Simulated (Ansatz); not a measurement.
## Pb, one cell by several methods

```yaml
crystal:
  lattice:
    - [-1.99794, 1.99794, 1.99794]
    - [1.99794, -1.99794, 1.99794]
    - [1.99794, 1.99794, -1.99794]
  atoms:
    - { symbol: Pb, position: [0.00000, 0.00000, 0.00000] }
```

The structure comes from a relaxation in the same program, started in the bcc type, and has space group Im-3m. Whether it is a known phase or the ground state wasn't checked.

No spin–orbit coupling, which matters for the heavy atoms here.

Methods: DFT, LDA, PAW with Ansatz's default frozen-core files, scalar-relativistic (Ansatz 0.2.0); DFT, LDA, all-electron LAPW, scalar-relativistic (Ansatz 0.2.0).

For PAW: a Γ-centred 13×13×13 k mesh, Fermi–Dirac smearing of 0.05 eV, cutoff 420 eV, no spin polarisation; the PAW files were made with PBE, and the program remakes their frozen cores for this functional. LAPW targets a basis error of 0.25 meV/atom. The Ansatz runs share mesh, smearing and spin set-up. Plane-wave (PAW) pressures include the program's estimate of the Pulay term.

Stress and pressure are positive in compression.

Levels count from the Fermi level.

PAW results:

```csv
quantity,PAW
pressure (GPa),-4.01
highest filled level at Γ (eV),-11.467
lowest empty level at Γ (eV),7.098
highest filled level at N (eV),-3.808
lowest empty level at N (eV),3.240
```

Problem. What does all-electron LAPW give for the same quantities?

Solution. 
```csv
quantity,LAPW
pressure (GPa),-4.01
highest filled level at Γ (eV),-11.467
lowest empty level at Γ (eV),7.098
highest filled level at N (eV),-3.809
lowest empty level at N (eV),3.240
```
